## How fast a direct zincblende gap moves with volume

Gallium phosphide looks wrong. When its crystal expands, the gap grows, with a gap slope of +1.5 eV, while in the nine other compounds it shrinks. The positive sign is sound, though the size is rough because the lowest conduction state shifts between mesh points during the scan. The slope belongs to another kind of gap. In GaP the lowest conduction state lies near the X point at the edge of the Brillouin zone, whereas the highest valence state lies at the centre, Γ. AlN is indirect too, and the remaining eight compounds have both edges at Γ.

Zincblende compounds (space group F-43m), each relaxed with its symmetry kept, computed with Ansatz 0.2.0 using r2SCAN and plane-wave PAW, scalar-relativistic and without spin polarisation. The cutoff is 500 eV and the Gaussian smearing 0.02 eV, on Γ-centred k meshes. The gap slope is d(gap on mesh)/d ln V at the middle of the volume scan.

| formula | element on site A | Z A | element on site B | Z B | volume per atom (Å³) | shortest distance (Å) | k mesh | band gap on mesh (eV) | gap slope (eV) |
| --- | --- | --- | --- | --- | --- | --- | --- | --- | --- |
| AlN | Al | 13 | N | 7 | 10.43 | 1.892 | 10×10×10 | 3.941 | -0.833 |
| ZnS | Zn | 30 | S | 16 | 19.56 | 2.334 | 8×8×8 | 2.703 | -4.615 |
| ZnSe | Zn | 30 | Se | 34 | 22.73 | 2.453 | 8×8×8 | 1.867 | -4.299 |
| GaN | Ga | 31 | N | 7 | 11.37 | 1.948 | 10×10×10 | 2.168 | -6.709 |
| GaP | Ga | 31 | P | 15 | 20.24 | 2.360 | 8×8×8 | 1.894 | 1.549 |
| GaAs | Ga | 31 | As | 33 | 22.74 | 2.454 | 8×8×8 | 0.961 | -8.045 |
| CdS | Cd | 48 | S | 16 | 25.39 | 2.546 | 8×8×8 | 1.542 | -2.300 |
| CdSe | Cd | 48 | Se | 34 | 28.84 | 2.656 | 8×8×8 | 1.039 | -2.232 |
| CdTe | Cd | 48 | Te | 52 | 35.22 | 2.839 | 8×8×8 | 1.168 | -3.199 |
| InP | In | 49 | P | 15 | 25.77 | 2.558 | 8×8×8 | 1.028 | -5.831 |

The gap slope $S$ is the change of the gap $E$ per unit of $\ln V$, where $V$ is the volume. For a modest, uniform change of volume from $V_0$ to $V$,

$$\Delta E \approx S\,\ln(V/V_0).$$

A slope of −5 eV therefore means that one percent of compression widens the gap by about 0.05 eV. The eight direct slopes run from −2.2 eV in CdSe to −8.0 eV in GaAs, so a single average would serve badly.

### Why compression opens the gap

The lowest conduction state at Γ is built mainly from the s orbitals of both atoms, with opposite sign on neighbouring sites. It is antibonding, like the upper level of a diatomic molecule made from two unequal s levels. Push the two atoms together and that upper level rises. The analogy covers this one level only: in the crystal each atom has four neighbours, and the top of the valence band moves as well: as a bonding p state it is expected to sink relative to the atomic levels when the bonds shorten, which adds to the widening.

Let $\Delta$ be half the energy difference between the two atomic s levels and $W$ their coupling. The upper level lies $\sqrt{\Delta^2+W^2}$ above their mean. The coupling grows roughly as $1/d^2$ when the bond length $d$ shrinks, and $V$ goes as $d^3$, so $W$ changes by $-\tfrac{2}{3}W$ per unit of $\ln V$. The slope of the level is then

$$S_\mathrm{s} \approx -\frac{2}{3}\,\frac{W^2}{\sqrt{\Delta^2+W^2}}.$$

Two trends follow within this formula. A longer bond lowers $W$ and flattens the slope. A wider spacing of the s levels does the same, because each level then keeps more to its own atom and feels the neighbour less.

ZnSe and GaAs separate these two influences, since their bond lengths agree within 0.01 Å. Yet the slope of GaAs is 1.9 times that of ZnSe, so bond length cannot be the reason. The s levels of Zn and Se lie about twice as far apart as those of Ga and As, which gives the right direction, but with the rough s levels and coupling assumed in the program the formula yields a ratio of only 1.3. That figure depends on the coupling: a weaker one would move it towards the ratio of the two spacings, but would also shrink slopes that already need scaling up by about 1.4.

A second effect probably supplies part of the rest. The filled 3d levels of zinc lie only 6 to 7 eV below the valence top in ZnSe, while those of gallium are known to lie much deeper. Mixing with such d levels pushes the valence top up, and more so under compression, which takes back part of the widening. The calculation shows the zinc 3d levels split by 0.4 eV at Γ, as this mixing would do, but it does not give the size of the effect on the slope.

### The rule

These arguments suggest sorting the compounds by family and by the row of the metal. For a direct gap, start from the zinc value and add each correction that applies:

- Zn compound: −4.5 eV
- III–V instead of II–VI compound: add −3 eV
- Cd or In instead of Zn or Ga: add +2 eV

The three numbers are rounded from a least-squares fit to the eight direct rows. The arguments above make their signs plausible, but their sizes are empirical. The last step shows this: the longer bonds of the cadmium compounds flatten the slope in the two-level formula as well, though by less than the calculation finds.

### Two rows worked

Take GaAs and compress it to 0.94 of its volume. It is a III–V compound, and gallium needs no correction for the row, so $S \approx -4.5 - 3 = -7.5$ eV. With $\ln 0.94 \approx -0.062$ the gap should widen by $7.5 \times 0.062 \approx 0.46$ eV. The calculation at that volume gives 0.51 eV, so the estimate is about a tenth too low.

CdTe is a II–VI compound with a fifth-row metal, so $S \approx -4.5 + 2 = -2.5$ eV. The same compression should widen its gap by about 0.15 eV, against 0.20 eV computed. The estimate is low by nearly a quarter. Both compounds were part of the fit, so these examples show how the rule is used and do not test it independently.

### How far to trust it

Over the eight direct rows the rounded rule has a root-mean-square error of 0.46 eV, while the slopes themselves scatter by 2.1 eV about their mean. When each row in turn is left out of the unrounded fit and then predicted, the error rises to 0.7 eV. That is the fairer figure for a new compound of the same kind, though the rows are a selection: runs that failed or met a known fault of the program were left out. The two-level formula, with rough s energies and one fitted scale factor, does markedly worse: its error is 1.2 eV in the fit and 1.55 eV when each row is left out in turn. The printed output below compares the two row by row.

The main weakness is that the rule ignores which non-metal of a family is present. It gives GaN and GaAs the same slope, although the computed values are −6.7 and −8.0 eV. The two-level formula does not cure this: it makes GaN, with its much shorter bonds, the steeper of the two. It also has every slope flatten on expansion, whereas along the scan of CdSe the slope steepens slightly. Bond length and s levels alone therefore do not explain the differences within a family. In relative terms CdTe fares worst, with a slope 22% too small in size. It also runs against the bond-length argument, since it has the longest bonds of the three cadmium compounds and yet the steepest slope. The +2 eV step is shared by cadmium and indium compounds, and only InP supports its use for indium. The slope of CdS belongs to the equilibrium volume: its gaps at 0.97 and 1.03 of that volume give −2.30 eV. In the similar CdSe the slope grows in size by only 2.5% along the scan, so the exact volume at which it is taken matters little there.

The rule fails outright for indirect gaps, as GaP and AlN show. Near X the conduction state is expected to contain more p and d character, and it responds to compression quite differently. GaP also shows that the lowest conduction state can change on the way: its gap grows with volume at first, then falls between 1.03 and 1.06 times the equilibrium volume. At 1.06 the lowest conduction state on the mesh lies at the L point, so the state there has dropped below the one near X. Before using the rule, make sure that the gap is direct over the whole range of volume.

In the calculation, the band edges were sought only on the k mesh, which can miss an edge that lies between its points. For GaAs and InP there is a specific warning that a crossing between the sampled points may have been missed. Both are known to be direct semiconductors at normal pressure, so their slopes are probably sound, but they are two of the three III–V compounds behind the rule.

The wurtzite forms of these compounds should behave much alike where their gaps are direct, because each atom again has four neighbours at nearly the same distance. In rock salt, with six neighbours and often an indirect gap, the three numbers have no basis.

The rule reproduces slopes at the r2SCAN level without spin–orbit coupling. This functional is known to give gaps that are too small, by roughly 1 eV in ZnS or GaN. For practical work, start from a measured gap and use the rule only for its shift; how closely the computed slopes match measured ones is not tested here, and they leave out temperature and zero-point motion. The error of the functional need not be the same at Γ and at X, so the range in which the gap is direct should be taken from measurement too: real GaAs is known to turn indirect at about 5% compression, although the calculation keeps it direct at 0.94 of the volume.

The analysis program printed:

```
fit of gap_slope on 8 rows (direct == 1): constant -4.385 +/- 0.35, coefficient of iiiv -3.063 +/- 0.42, coefficient of fifth 1.761 +/- 0.41; rms 0.443, worst GaN -0.74, leave-one-out rms 0.696
  rows outside the fit (model, value, miss): AlN -7.449, -0.833, -6.62; GaP -7.449, 1.549, -9
fit of gap_slope on 8 rows (direct == 1): coefficient of twolevel 1.418 +/- 0.14; rms 1.24, worst GaAs 2.49, leave-one-out rms 1.55
  rows outside the fit (model, value, miss): AlN -8.772, -0.833, -7.94; GaP -6.104, 1.549, -7.65
Slopes in eV:
   row  computed  rounded rule  rule less computed  scaled two-level model
   AlN    -0.833          -7.5              -6.667                  -8.772
   ZnS    -4.615          -4.5               0.115                  -4.694
  ZnSe    -4.299          -4.5              -0.201                  -4.169
   GaN    -6.709          -7.5              -0.791                  -8.303
   GaP     1.549          -7.5              -9.049                  -6.104
  GaAs    -8.045          -7.5               0.545                  -5.556
   CdS      -2.3          -2.5                -0.2                  -3.454
  CdSe    -2.232          -2.5              -0.268                  -3.126
  CdTe    -3.199          -2.5               0.699                   -3.02
   InP    -5.831          -5.5               0.331                  -4.655
rms miss of the rounded rule, direct rows, eV: 0.4591
largest miss of the rounded rule, direct rows, eV: 0.791
largest relative miss of the rounded rule, direct rows, percent: 21.85
standard deviation of the direct slopes, eV: 2.096
GaAs, gap change at 0.94 of the volume by the rule, eV: 0.4641
GaAs, gap change at 0.94 of the volume computed, eV: 0.5076
CdTe, gap change at 0.94 of the volume by the rule, eV: 0.1547
CdTe, gap change at 0.94 of the volume computed, eV: 0.2008
slope of GaAs over slope of ZnSe, computed: 1.871
slope of GaAs over slope of ZnSe, two-level model: 1.333
ZnSe, splitting of the Zn 3d levels at Gamma, eV: 0.402
CdSe, growth of the slope from the first to the last step of the scan, percent: 2.528
GaP, slope between 0.94 and 0.97 of the volume, eV: 2.229
GaP, slope between 1.03 and 1.06 of the volume, eV: -2.972
```
